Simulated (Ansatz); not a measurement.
Consider the following.

```
CELL_PARAMETERS angstrom
      4.09525     0.00000     0.00000
      0.00000     4.12163     0.00000
      0.00000     0.00000     4.12163
ATOMIC_POSITIONS crystal
  Ba 0.00000 0.00000 0.00000
  Sn 0.50000 0.50000 0.50000
  O  0.00000 0.50000 0.50000
  O  0.50000 0.50000 0.00000
  O  0.50000 0.00000 0.50000
```

No spin polarisation.

A single point on BaSnO3 with a change (uniaxial strain ε_xx = −0.64 %), its geometry relaxed with PBEsol.

The values are results of plane-wave PAW DFT at the r2SCAN level (Ansatz, a first-principles code, 500 eV), spin-orbit coupling left out, earlier PAW set, not measurements. Settings: 8×8×8 k-points, 0.05 eV Fermi–Dirac smearing.

Predict the width of the top valence band, gap character and band gap.


```json
{
 "width_of_the_top_valence_band": "1.04 eV",
 "gap_character": "indirect, A → Γ",
 "band_gap": "1.76 eV"
}
```

Single points use the geometry relaxed with PBEsol. No phonon test of stability was made. The cell was made from BaSnO$_{3}$ in the cubic perovskite structure (space group Pm-3m, No. 221) by this change: uniaxial strain ε_xx = −0.64 %.
